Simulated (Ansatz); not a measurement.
**A strain series on KCl (rocksalt): xy shear, engineering strain (angle)**

KCl built on the rocksalt prototype, relaxed with r2SCAN in the plane-wave code Ansatz, then strained (xy shear, engineering strain (angle); angles, axes as in the cell below) with the atoms relaxed again within the symmetry that is left. The symmetry is Fm-3m (No. 225, cubic); a = 6.290 Å in the conventional setting, 31.10 Å³ an atom. K is surrounded by 6 Cl at 3.14 Å; Cl is surrounded by 6 K at 3.14 Å. Spin-unpolarised throughout; all numbers are computed.

```yaml
crystal:
  lattice:
    - [0.00000, 3.14485, 3.14485]
    - [3.14485, 0.00000, 3.14485]
    - [3.14485, 3.14485, 0.00000]
  atoms:
    - { symbol: K, position: [0.00000, 0.00000, 0.00000] }
    - { symbol: Cl, position: [0.50000, 0.50000, 0.50000] }
```

Gaps are the least over each mesh (PBE 8×8×8, r2SCAN 8×8×8, HSE06 6×6×6 when unstrained) and the special points, which keep their unstrained names; stress is the change from the unstrained cell, compression positive.

```csv
strain (%),"gap, PBE (eV)","gap, r2SCAN (eV)","gap, HSE06 (eV)","edges, HSE06","xy stress, r2SCAN (GPa)","energy rise, r2SCAN (meV/atom)"
-3.39,5.158,5.794,6.467,Γ,+0.22,0.7
0.0,5.194,5.831,6.505,Γ,0.00,0.0
+0.5,5.190,5.826,6.500,Γ,-0.03,0.0
+2.34,5.170,5.806,6.480,Γ,-0.15,0.3
```

**Question.** Estimate the row for a strain of +4.0 %.

**Answer.**
```csv
strain (%),"gap, PBE (eV)","gap, r2SCAN (eV)","gap, HSE06 (eV)","edges, HSE06","xy stress, r2SCAN (GPa)","energy rise, r2SCAN (meV/atom)"
+4.0,5.150,5.786,6.460,Γ,-0.26,1.0
```

The meshes of the hybrids are coarse, so their gaps aren't converged to the digits shown.
